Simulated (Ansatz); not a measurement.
# S (diamond type): the cost of one run

Method: DFT PBE, with the methods named in each step, in Ansatz 0.2.0.

## (1) Starting point

It takes space group Fd-3m (No. 227, cubic). Conventional cell: a = 5.540 Å, b = 5.540 Å, c = 5.540 Å, α = 90.00°, β = 90.00°, γ = 90.00°. S (site symmetry -43m) is surrounded by 4 S at 2.40 Å.

Structure file:

```
S
1.0
     0.00000    2.76983    2.76983
     2.76983    0.00000    2.76983
     2.76983    2.76983    0.00000
S
2
Cartesian
  -0.6925 -0.6925 -0.6925
  0.6925 0.6925 0.6925
```

Whether this phase is the stable one at these pressures isn't tested.

Atoms are numbered in the order of the input: S1, S2.

## (2) Cell relaxed at zero pressure, PAW

File input.yaml:

```yaml
crystal:
  lattice:
    - [0.0, 2.7698291284, 2.7698291284]
    - [2.7698291284, 0.0, 2.7698291284]
    - [2.7698291284, 2.7698291284, 0.0]
  atoms:
    - { symbol: S, position: [-0.125, -0.125, -0.125] }
    - { symbol: S, position: [0.125, 0.125, 0.125] }
kpoints:
  mp_grid: { grid: [13, 13, 13] }
scf:
  occupations: { method: fermi_dirac, width: 0.08 }
hamiltonian:
  xc: pbe
  pseudopotentials: { kind: paw }
output:
  forces: true
  stress: true
  write_density: true
  write_potential: true
  elf: true
  volumetric_format: npy
relax:
  f_tol: 0.005
  max_steps: 40
  cell: {}
```

Started as:

```sh
ansatz run input.yaml --threads 1 --pin off --max-ram 2048MiB --backend cpu --events-out ev --progress --plain --runs-dir out
```

Q: Estimate wall time and peak memory on 1 thread of Intel Xeon Platinum 8488C (Sapphire Rapids), shared host.

About 6.8 s, with a peak of 0.37 GiB.
